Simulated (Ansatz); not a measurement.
CdS (Greenockite):

```xyz
4
Lattice="4.1500 0.0000 0.0000 -2.0750 3.5940 0.0000 0.0000 0.0000 6.7370" Properties=species:S:1:pos:R:3 pbc="T T T"
Cd    2.0900    1.2465    3.3886
Cd   -0.0257    2.3098    0.0258
S     2.1612    1.2301    5.8416
S    -0.1056    2.3477    2.4939
```

The cell isn't the ideal one: atoms moved at random.

```yaml
Program: Ansatz 0.2.0
Task: relaxation of cell and atoms
Functional: PBE
Potentials_or_basis: all-electron PAW datasets made for the crystal
k_mesh: 7 × 7 × 4
Occupations: gaussian, width 0.15 eV
Spin: collinear spin, antiferromagnetic start
Starting_moments: "[0.5, -0.5, 0.0, 0.0] μB"
```

At the start: volume 25.12 Å³/atom.

Q: How do energy, volume and symmetry change on relaxing?

A: Over 5 steps the energy falls by 48.5 meV/atom and the volume is 26.05 Å³/atom (+3.7 %); space group P6_3mc (No. 186, to 0.05 Å); moment 0.00 μB per cell.

The path:
```
step  energy change (eV)  largest force (eV/Å)  volume (Å³)
   1              0.0000                1.0482       100.48
   2             -0.1700                0.3140       103.21
   3             -0.1939                0.0082       104.24
   4             -0.1939                0.0004       104.19
   5             -0.1940                0.0004       104.19
```

Final structure:
```xyz
4
Lattice="4.1967 -0.0001 0.0000 -2.0985 3.6357 0.0000 0.0000 0.0000 6.8288" Properties=species:S:1:pos:R:3 pbc="T T T"
Cd    2.0911    1.1988    3.3988
Cd   -0.0080    2.4095   -0.0156
S     2.0904    1.1973    5.9707
S    -0.0073    2.4111    2.5563
```

Caveat: the program listed the state as in doubt; the starting moments weren't kept.
